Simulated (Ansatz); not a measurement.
Born–Oppenheimer molecular dynamics of a periodic cell of 24 atoms, CaF$_{2}$ (surface CaF2(001)). It goes on from the last frame of an earlier run, with new velocities.

Computed with DFT PBE, scalar-relativistic, plane waves, PAW in Ansatz 0.2.0. Settings: accuracy low, PAW set soft_1, cutoff 420 eV, k mesh 2x2x1, fermi-dirac smearing 0.05 eV, no spin polarisation.

* ensemble: NVT, Langevin thermostat
* time step: 3 fs
* steps asked: 210
* set temperature: 450 K
* friction: 0.02 /fs
* atoms held: 1, 5, 6, 8, 9, 10
* seed: 489930

Frames 30 fs apart, positions in Å, forces in eV/Å.

Velocities at 330 fs (Å/ps):

```
Ca 0.00 0.00 0.00
F 3.81 -4.43 -1.22
F -2.43 -3.50 6.82
Ca 2.34 -2.81 -1.25
F 0.00 0.00 0.00
F 0.00 0.00 0.00
Ca 1.26 1.78 2.90
F 0.00 0.00 0.00
F 0.00 0.00 0.00
Ca 0.00 0.00 0.00
F -1.05 -3.75 6.31
F 1.72 -0.49 -2.07
Ca -1.41 -3.42 1.57
F -5.49 -1.88 -0.07
F 3.67 1.76 -2.84
Ca 1.46 -1.70 1.53
F 4.07 -3.28 -2.01
F 3.12 10.31 -3.28
Ca 0.10 0.36 -3.36
F -2.08 0.08 -2.57
F -3.14 -3.14 -1.96
Ca -0.14 -0.29 -1.31
F 3.08 -4.29 1.06
F -2.89 -3.78 -1.03
```

```xyz
24
Lattice="5.3604 0.0000 0.0000 0.0000 5.3604 0.0000 0.0000 0.0000 22.3807" Properties=species:S:1:pos:R:3:forces:R:3 time_fs=330 energy_less_start_eV=-0.393 T=255
Ca 0.000 0.000 1.000 -0.04 0.18 4.32
F 1.345 3.573 5.594 -0.72 0.14 0.21
F 0.294 0.667 4.609 -0.36 -0.22 0.09
Ca -0.178 2.718 4.296 -0.58 0.08 -0.28
F 1.340 1.340 2.340 0.06 0.14 -2.45
F 1.340 4.020 2.340 -0.07 -0.05 -1.67
Ca 2.273 -0.027 4.743 1.17 0.55 -0.16
F 4.020 4.020 2.340 0.09 -0.09 -1.81
F 4.020 1.340 2.340 0.14 0.04 -2.63
Ca 2.680 2.680 1.000 0.02 -0.17 4.31
F 3.144 2.050 4.668 -0.24 -0.48 0.27
F 3.964 4.199 5.837 0.34 0.30 -0.21
Ca 0.038 -0.233 7.615 -0.02 0.16 -0.52
F 1.456 3.410 11.593 -0.66 -0.58 0.41
F 0.477 0.500 9.837 0.27 0.09 0.03
Ca -0.147 2.611 10.195 -0.42 -0.17 0.29
F 1.885 0.629 7.012 1.17 0.21 -0.66
F 1.264 3.547 8.713 0.29 -0.19 -0.15
Ca 2.490 -0.552 10.417 0.16 0.62 -0.44
F 3.809 4.259 8.650 -0.66 -1.03 0.72
F 4.842 1.847 7.399 -0.70 0.44 -0.04
Ca 2.762 2.704 7.044 0.32 -0.25 0.86
F 3.231 1.474 10.319 0.24 0.69 -0.16
F 4.147 4.117 11.747 0.19 -0.40 -0.34
24
Lattice="5.3604 0.0000 0.0000 0.0000 5.3604 0.0000 0.0000 0.0000 22.3807" Properties=species:S:1:pos:R:3:forces:R:3 time_fs=360 energy_less_start_eV=-0.382 T=318
Ca 0.000 0.000 1.000 0.00 0.07 4.19
F 1.279 3.532 5.639 -0.42 0.31 -0.18
F 0.214 0.512 4.733 0.28 0.61 -0.38
Ca -0.153 2.635 4.248 -0.71 -0.10 0.48
F 1.340 1.340 2.340 0.00 0.17 -2.10
F 1.340 4.020 2.340 -0.06 -0.12 -1.73
Ca 2.373 0.004 4.787 -0.24 -1.21 0.01
F 4.020 4.020 2.340 0.06 -0.17 -1.77
F 4.020 1.340 2.340 0.07 0.14 -2.18
Ca 2.680 2.680 1.000 -0.01 -0.07 4.09
F 3.062 1.895 4.992 0.99 0.97 -0.93
F 4.014 4.189 5.754 -0.12 -0.30 0.04
Ca 0.032 -0.265 7.566 -0.40 0.78 -0.84
F 1.190 3.323 11.541 0.67 0.51 0.40
F 0.611 0.607 9.726 -0.04 -0.11 0.05
Ca -0.224 2.575 10.174 -0.38 0.04 -0.70
F 2.011 0.574 7.027 0.11 -0.18 -0.23
F 1.318 3.748 8.632 -0.19 -1.20 0.30
Ca 2.514 -0.556 10.291 -0.78 0.40 0.44
F 3.777 4.117 8.670 0.57 -0.33 0.23
F 4.675 1.898 7.478 0.66 -0.47 0.17
Ca 2.724 2.650 7.088 -0.13 0.49 0.71
F 3.254 1.510 10.289 -0.23 0.03 -0.09
F 4.007 3.996 11.663 0.29 -0.25 0.01
24
Lattice="5.3604 0.0000 0.0000 0.0000 5.3604 0.0000 0.0000 0.0000 22.3807" Properties=species:S:1:pos:R:3:forces:R:3 time_fs=390 energy_less_start_eV=-0.721 T=549
Ca 0.000 0.000 1.000 0.03 0.08 4.11
F 1.078 3.504 5.587 1.17 0.63 0.70
F 0.345 0.680 4.763 0.13 -0.72 0.34
Ca -0.219 2.595 4.232 -0.63 0.57 -0.81
F 1.340 1.340 2.340 -0.01 0.13 -2.21
F 1.340 4.020 2.340 -0.05 -0.06 -1.70
Ca 2.403 -0.073 4.793 0.01 0.16 -0.15
F 4.020 4.020 2.340 0.05 -0.10 -1.72
F 4.020 1.340 2.340 0.09 0.03 -2.26
Ca 2.680 2.680 1.000 -0.05 -0.09 4.09
F 3.159 2.007 4.848 -0.47 -0.59 -0.07
F 4.014 4.133 5.766 -0.32 0.24 0.08
Ca -0.036 -0.196 7.388 0.29 -0.44 0.43
F 1.237 3.335 11.565 -0.27 -0.02 0.14
F 0.567 0.630 9.611 0.27 -0.96 0.00
Ca -0.316 2.462 10.132 -0.15 0.89 -0.07
F 2.148 0.453 7.028 -0.19 0.04 -0.37
F 1.292 3.512 8.684 -0.55 0.10 -0.13
Ca 2.337 -0.606 10.299 0.35 0.47 -0.09
F 3.859 4.036 8.717 0.05 0.15 0.04
F 4.655 1.799 7.645 -0.21 0.29 -0.41
Ca 2.663 2.710 7.170 0.42 -0.38 0.09
F 3.085 1.526 10.212 -0.13 -0.21 0.04
F 3.974 3.990 11.627 0.17 -0.21 -0.06
24
Lattice="5.3604 0.0000 0.0000 0.0000 5.3604 0.0000 0.0000 0.0000 22.3807" Properties=species:S:1:pos:R:3:forces:R:3 time_fs=420 energy_less_start_eV=-0.404 T=418
Ca 0.000 0.000 1.000 0.08 0.15 4.03
F 1.206 3.589 5.854 -0.62 -0.51 -0.72
F 0.350 0.609 4.808 -0.54 0.39 0.00
Ca -0.318 2.661 4.183 0.34 -0.32 0.50
F 1.340 1.340 2.340 -0.10 0.13 -2.30
F 1.340 4.020 2.340 -0.10 -0.08 -1.62
Ca 2.390 -0.129 4.800 0.03 0.02 -0.52
F 4.020 4.020 2.340 0.06 -0.12 -1.59
F 4.020 1.340 2.340 0.20 0.06 -2.32
Ca 2.680 2.680 1.000 -0.12 -0.16 4.02
F 3.025 1.932 4.699 0.13 0.11 0.03
F 3.991 4.025 5.722 0.29 -0.11 0.03
Ca -0.013 -0.266 7.357 0.28 -0.08 0.29
F 1.238 3.374 11.574 -0.79 -0.65 0.65
F 0.561 0.535 9.521 -0.20 0.10 0.24
Ca -0.395 2.507 10.148 0.02 -0.54 -0.35
F 2.261 0.242 6.926 -0.30 0.96 0.55
F 1.162 3.413 8.796 0.27 0.07 -0.64
Ca 2.237 -0.645 10.330 0.78 0.42 -0.48
F 3.876 4.141 8.760 -0.40 -0.46 -0.18
F 4.579 1.738 7.726 -0.02 0.24 -0.48
Ca 2.677 2.700 7.257 0.12 -0.45 0.28
F 2.941 1.380 10.201 0.58 0.76 0.03
F 3.962 3.910 11.479 0.01 0.06 0.56
24
Lattice="5.3604 0.0000 0.0000 0.0000 5.3604 0.0000 0.0000 0.0000 22.3807" Properties=species:S:1:pos:R:3:forces:R:3 time_fs=450 energy_less_start_eV=-0.230 T=380
Ca 0.000 0.000 1.000 0.02 0.24 4.32
F 1.232 3.470 5.812 -0.35 0.15 -0.12
F 0.087 0.618 4.710 0.48 -0.34 0.30
Ca -0.244 2.709 4.193 0.15 -1.07 -0.22
F 1.340 1.340 2.340 -0.16 0.09 -2.60
F 1.340 4.020 2.340 -0.10 -0.07 -1.64
Ca 2.352 -0.216 4.804 -0.35 0.31 -0.46
F 4.020 4.020 2.340 0.05 -0.11 -1.78
F 4.020 1.340 2.340 0.21 0.10 -2.72
Ca 2.680 2.680 1.000 -0.05 -0.26 4.32
F 2.829 1.803 4.550 0.53 0.74 0.09
F 4.018 3.891 5.576 -0.36 0.46 0.92
Ca 0.003 -0.344 7.432 0.37 0.32 -0.19
F 1.095 3.412 11.627 -0.13 -0.03 -0.01
F 0.488 0.578 9.453 0.32 -0.56 0.50
Ca -0.453 2.443 10.129 0.92 0.08 -0.32
F 2.217 0.347 6.952 -0.16 0.29 0.12
F 1.172 3.448 8.733 0.09 0.12 -0.12
Ca 2.298 -0.629 10.320 -0.11 0.49 -0.06
F 3.777 4.082 8.737 0.14 0.02 0.04
F 4.640 1.852 7.602 1.43 -0.99 -0.11
Ca 2.834 2.619 7.295 -2.38 0.08 -0.56
F 2.947 1.568 10.209 -0.17 -0.47 -0.09
F 4.010 3.832 11.544 -0.39 0.40 0.36
24
Lattice="5.3604 0.0000 0.0000 0.0000 5.3604 0.0000 0.0000 0.0000 22.3807" Properties=species:S:1:pos:R:3:forces:R:3 time_fs=480 energy_less_start_eV=-0.334 T=368
Ca 0.000 0.000 1.000 -0.07 0.18 4.19
F 1.100 3.263 5.758 0.57 1.11 0.45
F 0.040 0.547 4.782 0.75 -0.89 0.14
Ca -0.170 2.568 4.222 -1.30 -0.37 -0.25
F 1.340 1.340 2.340 -0.22 0.05 -2.36
F 1.340 4.020 2.340 -0.07 -0.05 -1.48
Ca 2.255 -0.303 4.746 0.27 0.78 -0.04
F 4.020 4.020 2.340 0.06 -0.12 -1.77
F 4.020 1.340 2.340 0.28 0.03 -2.79
Ca 2.680 2.680 1.000 0.05 -0.23 4.25
F 2.889 1.816 4.502 0.15 -0.03 0.16
F 3.850 3.893 5.797 0.18 0.15 -0.05
Ca 0.031 -0.315 7.465 -0.09 -0.33 -0.47
F 0.976 3.319 11.680 0.28 0.35 -0.08
F 0.478 0.321 9.532 -0.11 0.73 0.76
Ca -0.356 2.458 10.099 0.00 -0.43 0.02
F 2.188 0.441 6.920 -0.37 -0.44 -0.06
F 1.254 3.414 8.840 0.06 -0.08 -0.52
Ca 2.377 -0.575 10.355 -0.28 -0.48 0.54
F 3.775 4.075 8.744 0.22 -0.36 0.11
F 4.874 1.786 7.462 -0.67 0.15 0.25
Ca 2.713 2.542 7.304 0.10 -0.06 -0.16
F 2.957 1.493 10.194 0.45 0.10 -0.29
F 3.924 3.602 11.834 -0.21 0.23 -0.53
24
Lattice="5.3604 0.0000 0.0000 0.0000 5.3604 0.0000 0.0000 0.0000 22.3807" Properties=species:S:1:pos:R:3:forces:R:3 time_fs=510 energy_less_start_eV=-0.167 T=323
Ca 0.000 0.000 1.000 -0.06 0.10 3.92
F 1.147 3.398 5.826 -0.22 0.09 -0.64
F 0.060 0.272 4.815 0.18 0.65 -0.65
Ca -0.251 2.516 4.235 -0.50 -0.40 0.92
F 1.340 1.340 2.340 -0.22 0.02 -2.01
F 1.340 4.020 2.340 -0.05 -0.05 -1.44
Ca 2.209 -0.284 4.623 0.72 0.37 0.78
F 4.020 4.020 2.340 0.05 -0.14 -1.63
F 4.020 1.340 2.340 0.28 0.01 -2.47
Ca 2.680 2.680 1.000 0.02 -0.15 3.98
F 2.931 1.968 4.562 0.15 -0.35 -0.07
F 3.870 3.957 6.071 -0.06 0.19 -0.96
Ca 0.046 -0.320 7.391 -0.48 -0.69 0.45
F 0.983 3.398 11.706 0.34 0.15 0.02
F 0.416 0.187 9.748 0.22 0.68 0.10
Ca -0.304 2.406 10.136 0.78 0.09 -0.29
F 2.017 0.359 6.799 0.56 0.63 0.09
F 1.409 3.375 8.761 -1.14 0.27 0.64
Ca 2.462 -0.620 10.462 -0.40 -0.22 -0.01
F 3.791 3.885 8.844 0.66 0.35 0.11
F 4.917 1.807 7.474 -0.58 -0.26 0.18
Ca 2.683 2.564 7.319 0.62 -0.84 -0.66
F 3.182 1.469 10.270 -0.80 -0.70 -0.17
F 3.893 3.550 11.827 -0.06 0.21 -0.17
24
Lattice="5.3604 0.0000 0.0000 0.0000 5.3604 0.0000 0.0000 0.0000 22.3807" Properties=species:S:1:pos:R:3:forces:R:3 time_fs=540 energy_less_start_eV=-0.399 T=356
Ca 0.000 0.000 1.000 0.01 0.11 4.08
F 1.113 3.427 5.665 0.18 0.21 0.44
F 0.041 0.328 4.711 0.38 0.33 -0.11
Ca -0.316 2.480 4.288 -0.27 -0.26 0.08
F 1.340 1.340 2.340 -0.19 0.02 -2.22
F 1.340 4.020 2.340 0.01 -0.03 -1.59
Ca 2.334 -0.299 4.620 -0.06 0.52 0.11
F 4.020 4.020 2.340 -0.01 -0.14 -1.59
F 4.020 1.340 2.340 0.24 0.01 -2.53
Ca 2.680 2.680 1.000 -0.04 -0.16 4.08
F 2.879 1.932 4.534 0.33 -0.20 0.22
F 3.851 4.044 5.989 -0.24 -0.47 -0.33
Ca 0.023 -0.334 7.323 -0.06 -0.67 0.56
F 1.113 3.510 11.764 -0.43 -0.58 0.25
F 0.419 0.307 9.956 0.47 -0.21 -0.36
Ca -0.183 2.339 10.089 -0.42 0.45 0.90
F 2.040 0.476 6.780 -0.01 -0.22 0.16
F 1.326 3.465 8.891 0.11 -0.09 -0.81
Ca 2.483 -0.752 10.554 0.13 0.54 -0.39
F 3.886 3.774 8.827 0.09 0.57 0.00
F 4.893 1.789 7.504 -0.30 -0.40 -0.09
Ca 2.716 2.457 7.384 0.03 0.64 -0.22
F 3.174 1.315 10.280 -0.14 0.12 -0.44
F 3.925 3.534 11.867 0.21 -0.10 -0.20
24
Lattice="5.3604 0.0000 0.0000 0.0000 5.3604 0.0000 0.0000 0.0000 22.3807" Properties=species:S:1:pos:R:3:forces:R:3 time_fs=570 energy_less_start_eV=-0.417 T=391
Ca 0.000 0.000 1.000 0.03 0.16 4.28
F 1.178 3.479 5.742 -0.12 0.08 0.30
F 0.083 0.457 4.616 0.48 -0.50 0.44
Ca -0.355 2.546 4.415 0.28 -0.03 -0.64
F 1.340 1.340 2.340 -0.01 0.08 -2.33
F 1.340 4.020 2.340 0.04 -0.03 -1.65
Ca 2.410 -0.241 4.657 -0.44 0.40 -0.66
F 4.020 4.020 2.340 -0.03 -0.13 -1.58
F 4.020 1.340 2.340 0.13 0.09 -2.52
Ca 2.680 2.680 1.000 -0.06 -0.18 4.20
F 3.011 1.859 4.673 -0.40 -0.09 0.03
F 3.831 3.932 5.855 0.43 -0.03 0.22
Ca 0.011 -0.439 7.285 0.08 0.05 0.62
F 1.163 3.356 11.957 0.09 -0.07 -0.59
F 0.524 0.258 9.947 0.01 0.34 0.04
Ca -0.172 2.381 10.141 -0.52 -0.58 0.45
F 2.131 0.493 6.722 -0.49 -0.72 0.48
F 1.250 3.452 8.838 0.52 0.04 -0.45
Ca 2.500 -0.756 10.546 -0.27 -0.25 0.09
F 3.913 3.912 8.711 -0.37 -0.08 0.24
F 4.937 1.691 7.649 -0.48 -0.13 -0.40
Ca 2.600 2.443 7.378 0.81 0.59 0.08
F 3.076 1.234 10.165 0.49 0.93 -0.39
F 4.085 3.510 11.797 -0.21 0.06 -0.26
```

Of the whole run (630 fs, mean temperature of the second half 387 K): The mean temperature of the second half is 14 % below the set value. A run of 0.63 ps of so small a system gives no equilibrium averages. Limits of this set-up: coarse k mesh, slab without dipole correction, low accuracy level.

Run time: 37 min on 2 threads of Arm Neoverse V1, on a shared host, peak memory 1.2 GiB.
